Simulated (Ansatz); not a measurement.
# TiSi2 (Immm) in Ansatz: further runs

Runs on TiSi2. Level: PBEsol. Tasks: relaxation of cell and atoms.

Everything below comes from runs of Ansatz 0.2.0. Logs are shortened: lines on timing, memory, paths and dates and some standing lists are left out, and cuts for length are marked.

**1. The crystal as given**

The structure is orthorhombic, space group Immm (No. 71). The conventional cell has a = 2.946 Å, b = 3.424 Å, c = 8.424 Å, α = 90.00°, β = 90.00°, γ = 90.00°. Around Ti (site symmetry mmm) lie 10 Si at 2.67 to 2.78 Å and 2 Ti at 2.95 Å. Si (site symmetry mm2) has 7 Si at 2.63 to 2.95 Å and 5 Ti at 2.67 to 2.78 Å as nearest neighbours.

The cell comes from a database or a generator and needn't be the stable form of this composition.

**2. Relaxation of cell and atoms, PBEsol, target pressure 10 GPa, at which the enthalpy is minimised**

input.yaml reads:

```yaml
crystal:
  lattice:
    - [-1.472872, 1.71213, 4.212083]
    - [1.472872, -1.71213, 4.212083]
    - [1.472872, 1.71213, -4.212083]
  atoms:
    - { symbol: Ti, position: [0.0, 0.0, 0.0] }
    - { symbol: Si, position: [0.670078, 0.670078, 0.0] }
    - { symbol: Si, position: [0.329922, 0.329922, 0.0] }
hamiltonian:
  xc: pbesol
  pseudopotentials: { kind: paw }
kpoints:
  mp_grid: { grid: [12, 12, 12] }
scf:
  occupations: { method: fermi_dirac, width: 0.05 }
output:
  forces: true
  stress: true
  eigenvalues: true
relax:
  f_tol: 0.01
  max_steps: 40
  cell: { stress_tol: 0.05, p_target: 10.0 }
```

Potentials or basis: Ansatz PAW.

The run is started by

```bash
> ansatz run input.yaml --threads 2 --pin off --max-ram 5632MiB --backend cpu --events-out ev --progress --plain --runs-dir out
```

Output:

```text
Warning: RAYON_NUM_THREADS=2 ignored (pool sized by the plan → 2); use --threads N
basis.fft_grid_basis auto: the FFT boxes are laid along the combinations [[1, 0, 1], [0, 1, 1], [0, 0, 1]] of the cell's own vectors, 3.424, 2.946 and 4.779 Å long. The dense box has 24×20×32 points. Along the cell's own vectors, as sized, it would have 32×32×32, 2.13 times as many. Of the 8 symmetry operations that the crystal satisfies within crystal.symmetry.tolerance (time reversal apart; of a slab, those that keep its plane) the dense box along the cell's own vectors carries 8, and the one as laid loses 6 of those. basis.fft_grid_basis: typed keeps the cell's own vectors: state it where this run's energies or levels are differenced outside the engine with another run's, or held beside a run that keeps those vectors.
Engine: ansatz 0.2.0, x86_64-unknown-linux-gnu
Pseudopotentials: kind: paw
Pseudopotential: Ti, paw, valence charge 12, recommended cutoff 420 eV (normal), Ti.paw.azcp
Pseudopotential: Si, paw, valence charge 4, recommended cutoff 420 eV (normal), Si.paw.azcp
Functional definition: PBEsol
  exchange = pbesol_x
  correlation = pbesol_c
Crystal: 3 atoms, lattice volume = 42.487 Å³
Basis set: ecut = 420 eV, 839 PW (Γ), FFT grids on a1+a3, a2+a3, a3, exchange–correlation on 48×40×64 points (8 copies of the dense FFT grid, shifted against one another)
Bands: 14, of which v1, the nominal top of the filled ones, is band 10 counted from 1 (9 counted from 0)
Symmetry: 8 space group operations
Space group: Immm (ITA 71), of the structure as read, at distance tolerance 3.5e-5 Å
k-points: 280 of 1728
Non-local potential: Ti, projectors of the file, l = 0: 3, l = 1: 2, l = 2: 3, l = 3: 1
Non-local potential: Si, projectors of the file, l = 0: 2, l = 1: 2, l = 2: 2
PAW form: soft (Blöchl's): semilocal exchange-correlation on the pseudo side does not see the compensation charge
PAW frozen core: Ti, regenerated for the run's functional, and the local potential with it (the file was generated under x = pbe(κ = 0.804, μ = 0.2195149727645171), c = pbe(β = 0.06672455060314922))
PAW frozen core: Si, regenerated for the run's functional, and the local potential with it (the file was generated under x = pbe(κ = 0.804, μ = 0.2195149727645171), c = pbe(β = 0.06672455060314922))
PAW one-centre angular grid: Ti, 590 points (default); XC on 64 Gauss nodes
PAW one-centre angular grid: Si, 110 points (default); XC on 64 Gauss nodes
Initial density: superposition of atomic densities (neutral atoms: chi_scale 0, normalization atom), corrected by the library's trained network
Initial wavefunctions: pseudopotential atomic-orbital guess
Functional: x = pbesol(κ = 0.804, μ = 0.12345679012345678), c = pbesol(β = 0.046)
SCF iter   1: F=—  HF=-3718.391108 eV  |F-HF|=—  |Δ(HF+E_count)|=         —  Δρ=5.34e-3  dr2=1.30e-2  ethr=1.77e-3  ⟨swp⟩=5.1  Hψ=21986  notcnv=0
preconditioner: auto → Kerker (q_TF=auto, 2.406 Å⁻¹)  [metal: Δε(μ)=0.023 eV  Ē_g=6.594 eV  σ=0.050 eV  W_gap=0.11  n_scr=10 (ndim 8)  ℏωp=19.7 eV  f_vac=0.000  D(μ)=1.37/eV (n_scr^D=10)]
SCF iter   2: F=—  HF=-3718.388326 eV  |F-HF|=—  |Δ(HF+E_count)|=   2.78e-3  Δρ=2.99e-3  dr2=4.89e-3  ethr=6.52e-5  ⟨swp⟩=2.0  Hψ=7175  notcnv=0
SCF iter   3: F=—  HF=-3718.387063 eV  |F-HF|=—  |Δ(HF+E_count)|=   1.26e-3  Δρ=9.68e-4  dr2=4.47e-4  ethr=2.44e-5  ⟨swp⟩=2.3  Hψ=5400  notcnv=0
SCF iter   4: F=—  HF=-3718.386973 eV  |F-HF|=—  |Δ(HF+E_count)|=   8.99e-5  Δρ=2.45e-4  dr2=2.23e-5  ethr=2.23e-6  ⟨swp⟩=3.0  Hψ=6712  notcnv=0
SCF iter   5: F=—  HF=-3718.386952 eV  |F-HF|=—  |Δ(HF+E_count)|=   2.05e-5  Δρ=4.84e-5  dr2=5.30e-7  ethr=1.11e-7  ⟨swp⟩=2.6  Hψ=5803  notcnv=0
SCF iter   6: F=-3718.386952 eV  HF=-3718.386952 eV  |F-HF|=1.28e-8  |Δ(HF+E_count)|=   5.66e-9  Δρ=7.45e-6  dr2=2.40e-8  ethr=5.00e-10  ⟨swp⟩=5.0  Hψ=17112  notcnv=0
[... 62 lines left out ...]
SCF 7 converged in 5 iterations: F = -3718.329226 eV  dr2 = 2.91e-12
relax step   7: F+E_penalty+E_count = -3718.32922564 eV  Δ(F+E_penalty+E_count) = +4.743e-4 eV  max|allowed force component| = 1.474e-4 eV/Å  Δτ_max = 0.0000 Å  P = +9.984 GPa  Ω = 39.029 Å³  stress off target by 1.66e-2 GPa  SCF on the basis re-selected at this cell (its energy is not comparable with the rows above)  (5 SCF iters)
basis re-selected at this cell: Δ(F+E_penalty+E_count) = +4.743e-4 eV, ΔP = -0.015 GPa vs the last step (what re-selecting the basis moved, of the pressure what is left beyond the Pulay correction that the steps carried, after the strain that the cell walked since its last selection, with what the two solves' SCF thresholds leave and, on support functions, any second-order correction that the steps lacked; it is no measure of the basis error at this ecutwfc). This SCF's stress stands 1.66e-2 GPa from its target on what of the cell is left free (relax.cell.stress_tol is 5.00e-2 GPa) and its largest allowed force component is 1.47e-4 eV/Å (relax.f_tol is 1.00e-2 eV/Å): within both
SCF converged after 5 iterations
Free energy (F): -3718.329226 eV
Harris-Foulkes:  -3718.329226 eV  (|F-HF|=1.82e-12)
Internal energy: -3718.319367 eV  (E = F + TS)
E sigma→0 (E₀):  -3718.324296 eV
Entropy (-TS):   -0.009859 eV (-3.286 meV/atom)
Fermi energy:    13.603931 eV
--- Per-component energies (eV) ---
  E_band       = -84.406527
  E_kinetic    = 365.134731
  E_local      = -981.108898  (includes V_loc(G=0)·N_el)
  E_nonlocal   = 60.287914
  E_hartree    = 435.358833
  E_xc         = -212.317014
  E_vxc        = -223.380663  (∫ρ·V_xc dr)
  E_paw        = -2020.639522  (= ΣΔE_a)
  E_vpaw       = -176.057467  (= ΣTr[D̂ρ^β])
  E_aug_tail   = 0.000132  (compensation charges beyond the density's cutoff)
  E_ewald      = -1365.238048
  E_core_change = 0.202506  (= ΣΔE_core)
  E_smearing   = -0.009859  (= −TS)
  E_closure    = 0.000000  (closes the sum)
  Σ components = -3718.329226   (vs F -3718.329226, Δ=0.00e0)
--- Forces (eV/Å), atoms counted from 1 ---
  atom   1  Ti     0.00000000     0.00000000     0.00000000
  atom   2  Si     0.00000000     0.00000000    -0.00014739
  atom   3  Si     0.00000000     0.00000000     0.00014739
  max |Σ_I F_I| component: 0.00e0 eV/Å
--- Stress (GPa, compression-positive) ---
        9.984042       0.000000       0.000000
        0.000000       9.983455       0.000000
        0.000000       0.000000       9.983425
  P = ⅓ Tr σ = 9.9836 GPa (99.836 kbar)
--- Band table (eV; the first three rows and the last of 280) ---
  k-point 0: bands = ["-42.1112", "-18.5915", "-18.5574", "-18.2519", "0.4870", "8.5153", "9.5807", "11.2774", "12.8510", "14.4971", "15.7559", "16.2811", "17.0120", "17.8487"]
  k-point 1: bands = ["-42.1069", "-18.5866", "-18.5629", "-18.2835", "0.7098", "8.7037", "9.4387", "11.1098", "12.8471", "13.9017", "15.3850", "16.1177", "17.5962", "17.7794"]
  k-point 2: bands = ["-42.0952", "-18.5770", "-18.5733", "-18.3685", "1.3654", "9.0682", "9.1703", "10.7576", "12.8554", "12.8665", "14.1184", "16.5428", "17.5670", "18.0302"]
  k-point 279: bands = ["-42.1107", "-18.6088", "-18.5585", "-18.2524", "1.7502", "4.4296", "12.1273", "12.2728", "13.1525", "14.0777", "15.8120", "16.3481", "16.4135", "17.7081"]
--- Relaxed structure (6 steps of the walk, 6 accepted, 1 SCFs on fresh bases) ---
  F+E_penalty+E_count = -3718.32922564 eV   max|allowed force component| = 1.474e-4 eV/Å   (the final SCF, on the basis selected at the relaxed cell)
  cell:  # Å, volume = 39.0289 Å³
    - [-1.4296197986669634, 1.6680890585783419, 4.09153918873862]
    - [1.4296197986669634, -1.6680890585783419, 4.09153918873862]
    - [1.4296197986669634, 1.6680890585783419, -4.09153918873862]
  atoms:
    - { symbol: Ti, position: [6.810450430427328e-20, 6.810450430427348e-20, 1.975236240484649e-34] }
    - { symbol: Si, position: [0.6699536948100352, 0.6699536948100352, -5.263644349583819e-34] }
    - { symbol: Si, position: [0.3300463051899646, 0.3300463051899646, -4.4360099281343245e-34] }
```

Wall time 71 s (2 threads of Intel Xeon at 2.50GHz (Skylake/Cascade Lake), shared host); peak memory 0.5 GiB.

Results:

- Free energy: -3718.3292 eV
- Relaxed volume: 13.01 Å³/atom
- Relaxed cell: a = 4.644 Å, b = 4.644 Å, c = 4.644 Å, α = 144.14°, β = 137.90°, γ = 56.47°
- Space group after relaxing (to 0.05 Å): Immm (No. 71)
- Energy change on relaxing (the enthalpy is what falls): +19.2 meV/atom
- Ionic steps: 7
- Pressure after relaxing: 10.0 GPa
- Band gap on the k mesh: none (metal or under the smearing width)

Step by step:
```tsv
step	energy change (eV)	largest force (eV/Å)	volume (Å³)
1	0.0000	0.0668	42.49
2	0.1288	0.1798	38.13
3	0.0489	0.0398	39.17
4	0.0552	0.0001	39.06
5	0.0574	0.0001	39.03
6	0.0573	0.0003	39.03
7	0.0577	0.0001	39.03
```

Final structure:
```yaml
crystal:
  lattice:
    - [-1.42962, 1.66809, 4.09154]
    - [1.42962, -1.66809, 4.09154]
    - [1.42962, 1.66809, -4.09154]
  atoms:
    - { symbol: Ti, position: [0.00000, 0.00000, 0.00000] }
    - { symbol: Si, position: [0.66995, 0.66995, 0.00000] }
    - { symbol: Si, position: [0.33005, 0.33005, 0.00000] }
```

Caveat: the plane-wave basis is chosen anew once the cell has moved, so the energies of steps on either side of that aren't comparable; the PAW data sets come from PBE, with cores solved anew for the run's functional, which leaves a small shift of forces and pressure.

**3. Relaxation of cell and atoms, PBEsol, target pressure 20 GPa, at which the enthalpy is minimised**

Edit input.yaml of step 2 so:

```diff
@@ -23,2 +23,2 @@
   max_steps: 40
-  cell: { stress_tol: 0.05, p_target: 10.0 }
+  cell: { stress_tol: 0.05, p_target: 20.0 }
```

Potentials or basis: Ansatz PAW.

The run is started by

```bash
> ansatz run input.yaml --threads 2 --pin off --max-ram 5632MiB --backend cpu --events-out ev --progress --plain --runs-dir out
```

It took 71 s on 2 threads of Intel Xeon at 2.50GHz (Skylake/Cascade Lake), shared host; peak memory 0.5 GiB.

The run converged. Its results:

```
Free energy                                            : -3718.1598 eV
Relaxed volume                                         : 12.40 Å³/atom
Relaxed cell                                           : a = 4.576 Å, b = 4.576 Å, c = 4.576 Å, α = 144.31°, β = 137.89°, γ = 56.36°
Space group after relaxing (to 0.05 Å)                 : Immm (No. 71)
Energy change on relaxing (the enthalpy is what falls) : +75.7 meV/atom
Ionic steps                                            : 7
Pressure after relaxing                                : 20.0 GPa
Band gap on the k mesh                                 : none (metal or under the smearing width)
```

Step by step:
```tsv
step	energy change (eV)	largest force (eV/Å)	volume (Å³)
1	0.0000	0.0668	42.49
2	0.2988	0.2475	36.69
3	0.2117	0.0664	37.32
4	0.2261	0.0078	37.20
5	0.2271	0.0009	37.19
6	0.2265	0.0001	37.19
7	0.2272	0.0002	37.19
```

Final structure:
```cif
data_structure
_symmetry_space_group_name_H-M 'P 1'
_symmetry_Int_Tables_number 1
_cell_length_a 4.5757
_cell_length_b 4.5757
_cell_length_c 4.5757
_cell_angle_alpha 144.307
_cell_angle_beta 137.887
_cell_angle_gamma 56.360
_cell_volume 37.19
loop_
_atom_site_label
_atom_site_type_symbol
_atom_site_fract_x
_atom_site_fract_y
_atom_site_fract_z
_atom_site_occupancy
Ti1 Ti 0.00000 0.00000 0.00000 1
Si1 Si 0.67026 0.67026 0.00000 1
Si2 Si 0.32974 0.32974 0.00000 1
```

Levels at points of the mesh, in eV from the Fermi level:
```tsv
k point	band 8	band 9	band 10	band 11	band 12	band 13
(0.00, 0.00, 0.00)	-2.47	-0.84	1.01	2.15	2.85	3.58
(0.00, 0.00, -0.50)	-4.46	-3.18	-1.57	-0.53	3.37	3.47
(0.00, -0.50, 0.00)	-3.62	-1.12	-0.57	0.99	3.04	4.07
(0.00, -0.50, -0.50)	-3.98	-0.84	1.19	2.39	3.03	4.25
(-0.50, -0.50, -0.50)	-1.38	-0.54	0.46	2.36	2.92	3.08
```

Caveat: the plane-wave basis is chosen anew once the cell has moved, so the energies of steps on either side of that aren't comparable; the PAW data sets come from PBE, with cores solved anew for the run's functional, which leaves a small shift of forces and pressure.

**4. Relaxation of cell and atoms, PBEsol, target pressure 30 GPa, at which the enthalpy is minimised**

Edit input.yaml of step 3 so:

```diff
@@ -20,2 +20,6 @@
   eigenvalues: true
+  write_density: true
+  write_potential: true
+  elf: true
+  volumetric_format: npy
 relax:
@@ -23,2 +27,2 @@
   max_steps: 40
-  cell: { stress_tol: 0.05, p_target: 20.0 }
+  cell: { stress_tol: 0.05, p_target: 30.0 }
```

The run is started by

```bash
> ansatz run input.yaml --threads 2 --pin off --max-ram 5632MiB --backend cpu --events-out ev --progress --plain --runs-dir out
```

Wall time 85 s (2 threads of Intel Xeon at 2.50GHz (Skylake/Cascade Lake), shared host); peak memory 0.52 GiB.

It converged, with:

```yaml
Free_energy: -3717.9296 eV
Relaxed_volume: 11.90 Å³/atom
Relaxed_cell: a = 4.519 Å, b = 4.519 Å, c = 4.519 Å, α = 144.45°, β = 137.87°, γ = 56.27°
Space_group_after_relaxing_to_0.05_Å: Immm (No. 71)
Energy_change_on_relaxing_the_enthalpy_is_what_falls: +152.5 meV/atom
Ionic_steps: 7
Pressure_after_relaxing: 30.0 GPa
Band_gap_on_the_k_mesh: none (metal or under the smearing width)
```

The path:
```tsv
step	energy change (eV)	largest force (eV/Å)	volume (Å³)
1	0.0000	0.0668	42.49
2	0.3073	0.2113	36.62
3	0.4981	0.0831	35.49
4	0.4569	0.0342	35.71
5	0.4569	0.0057	35.71
6	0.4565	0.0004	35.71
7	0.4574	0.0003	35.71
```

Final structure:
```yaml
crystal:
  lattice:
    - [-1.37940, 1.62406, 3.98477]
    - [1.37940, -1.62406, 3.98477]
    - [1.37940, 1.62406, -3.98477]
  atoms:
    - { symbol: Ti, position: [0.00000, 0.00000, 0.00000] }
    - { symbol: Si, position: [0.67044, 0.67044, 0.00000] }
    - { symbol: Si, position: [0.32956, 0.32956, 0.00000] }
```

Levels at points of the mesh, in eV from the Fermi level:
```tsv
k point	band 6	band 7	band 8	band 9	band 10	band 11	band 12	band 13	band 14
(0.00, 0.00, 0.00)	-5.48	-4.00	-2.59	-0.92	1.12	2.13	3.00	3.73	4.70
(0.00, 0.00, -0.50)	-6.18	-5.69	-4.40	-3.27	-1.67	-0.48	3.57	3.64	3.68
(0.00, -0.50, 0.00)	-8.61	-3.78	-3.71	-1.19	-0.63	0.98	3.11	4.26	4.69
(0.00, -0.50, -0.50)	-10.04	-4.73	-4.07	-0.90	1.29	2.51	3.16	4.46	4.50
(-0.50, -0.50, -0.50)	-9.54	-1.75	-1.42	-0.62	0.44	2.49	3.08	3.33	4.43
```

Caveat: the volume moved by over 15 % at a fixed basis, so the end points are rough; the plane-wave basis is chosen anew once the cell has moved, so the energies of steps on either side of that aren't comparable; the PAW data sets come from PBE, with cores solved anew for the run's functional, which leaves a small shift of forces and pressure.

**5. Summary**

```tsv
cell	target pressure (GPa)	gap on the mesh (eV)	pressure (GPa)
relaxed to 10 GPa	10	none	10.0
relaxed to 20 GPa	20	none	20.0
relaxed to 30 GPa	30	none	30.0
```

Alike in all rows: task relaxation of cell and atoms; level PBEsol; potentials or basis Ansatz PAW; no spin polarisation; k mesh 12 × 12 × 12; cutoff (eV) 420; smearing fermi-dirac 0.05 eV.

Caveats: the plane-wave basis is chosen anew once the cell has moved, so the energies of steps on either side of that aren't comparable; the PAW data sets come from PBE, with cores solved anew for the run's functional, which leaves a small shift of forces and pressure; the volume moved by over 15 % at a fixed basis, so the end points are rough (some runs).

Absolute energies hang on the potentials; compare differences alone.
